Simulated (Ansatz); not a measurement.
Set up this calculation in Ansatz 0.2.0, as the native input.

| Item | Value |
| --- | --- |
| Task | band structure |
| Functional | PBE |
| Potentials or basis | Ansatz PAW |
| Cutoff | 420 eV (not typed: the program's choice for these potentials) |
| k mesh | 6 × 6 × 6 |
| Occupations | fermi-dirac, width 0.05 eV |
| Spin | spin-orbit coupling, no magnetisation |
| Path | [["G", "X", "W", "K", "G", "L", "U", "W", "L", "K"], ["U", "X"]] |
| Points for each segment of the path | 14 |

CdS:

```
Cd S
1.0
     0.00000    2.75324    2.75324
     2.75324    0.00000    2.75324
     2.75324    2.75324    0.00000
Cd S
1 1
Direct
  0.00000 0.00000 0.00000
  0.50000 0.50000 0.50000
```

Measurements of this composition are mostly on another form, of space group No. 186.

These files were run (other wordings do the same):

input.yaml

```yaml
crystal:
  lattice:
    - [0.0, 2.753244, 2.753244]
    - [2.753244, 0.0, 2.753244]
    - [2.753244, 2.753244, 0.0]
  atoms:
    - { symbol: Cd, position: [0.0, 0.0, 0.0] }
    - { symbol: S, position: [0.5, 0.5, 0.5] }
hamiltonian:
  xc: pbe
  pseudopotentials: { kind: paw_fr }
magnetization:
  noncollinear: true
  spin_orbit: true
kpoints:
  mp_grid: { grid: [6, 6, 6] }
  band_path:
    path:
      - [[0.0, 0.0, 0.0], [0.5, 0.0, 0.5], [0.5, 0.25, 0.75], [0.375, 0.375, 0.75], [0.0, 0.0, 0.0], [0.5, 0.5, 0.5], [0.625, 0.25, 0.625], [0.5, 0.25, 0.75], [0.5, 0.5, 0.5], [0.375, 0.375, 0.75]]
      - [[0.625, 0.25, 0.625], [0.5, 0.0, 0.5]]
    npoints: 14
scf:
  occupations: { method: fermi_dirac, width: 0.05 }
  n_extra_bands: 6
output:
  forces: true
  stress: true
  eigenvalues: true
  fatbands: false
```

Potentials or basis: Ansatz PAW.

The run is started by

```console
$ ansatz run input.yaml --threads 2 --pin off --max-ram 5632MiB --backend cpu --events-out ev --progress --plain --runs-dir out
```

Results of the run:

```json
{"Pressure": "-0.5 GPa", "Band gap on the k mesh": "0.25 eV, indirect (least direct gap 1.51 eV)", "Band gap along the path": "0.25 eV, indirect (least direct gap 1.51 eV)"}
```

Wall time 6 s on 2 threads of Intel(R) Xeon(R) Platinum 8488C (Sapphire Rapids), with other jobs on the host, peak memory 0.51 GiB.
